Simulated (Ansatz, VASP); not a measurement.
# Os in VASP and in Ansatz

INCAR

```
SYSTEM = Os
PREC = Accurate
ENCUT = 520
EDIFF = 1E-6
ISMEAR = -1
SIGMA = 0.08
LREAL = .FALSE.
LASPH = .TRUE.
NELM = 100
ALGO = Normal
ISIF = 2
LWAVE = .FALSE.
LCHARG = .FALSE.
GGA = PS
NBANDS = 15
```

KPOINTS

```
Automatic mesh
0
G
  17 17 10
  0 0 0
```

The input POSCAR:

```
Os
1.0
    2.7340999755      0.0000000000      0.0000000000
   -1.3670499878      2.3678000353      0.0000000000
    0.0000000000      0.0000000000      4.4060940000
Os
2
Direct
    0.3333333333      0.6666666667      0.2500000000
    0.6666666667      0.3333333333      0.7500000000
```

Input for Ansatz:

```yaml
crystal:
  lattice:
    - [2.7340999755, 0.0, 0.0]
    - [-1.3670499878, 2.3678000353, 0.0]
    - [0.0, 0.0, 4.406094]
  atoms:
    - { symbol: Os, position: [0.3333333333, 0.6666666667, 0.25] }
    - { symbol: Os, position: [0.6666666667, 0.3333333333, 0.75] }
kpoints:
  mp_grid: { grid: [17, 17, 10] }
  band_path:
    path:
      - [0.0, 0.0, 0.0]
      - [0.5, 0.0, 0.0]
      - [0.3333333333, 0.3333333333, 0.0]
      - [0.0, 0.0, 0.0]
      - [0.0, 0.0, 0.5]
      - [0.5, 0.0, 0.5]
      - [0.3333333333, 0.3333333333, 0.5]
      - [0.0, 0.0, 0.5]
      - [0.5, 0.0, 0.5]
    npoints: 5
scf:
  occupations: { method: fermi_dirac, width: 0.08 }
hamiltonian:
  xc: pbesol
  pseudopotentials: { kind: all_electron, lapw: { basis_error: 0.001 } }
output:
  forces: true
  stress: true
  eigenvalues: true
```

Change from the starting cell: zz strain of +2 %.

Alike in both runs: task single point; functional PBEsol; k mesh 17 × 17 × 10; occupations fermi-dirac, width 0.08 eV; no spin polarisation.

|  | VASP | Ansatz |
| --- | --- | --- |
| version | VASP 6.6.1 | Ansatz 0.2.0 |
| potentials or method | VASP PAW PBE potentials, release 64 (Os) | all-electron LAPW, scalar-relativistic |
| plane-wave cutoff (eV) | 520 | see its input |

|  | VASP | Ansatz | Ansatz less VASP |
| --- | --- | --- | --- |
| pressure (GPa) | -10.6 | -10.8 | -0.16 |
| largest component of the traceless stress (GPa) | 8.24 | 8.24 | +0.006 |

Ansatz ran all-electron here, so the differences hold the error of VASP's frozen core and of both bases.

Caveats: the PAW data sets were made with another functional, which shifts forces and pressure a little (VASP). Spin-orbit coupling is left out, which matters for the levels of Os.
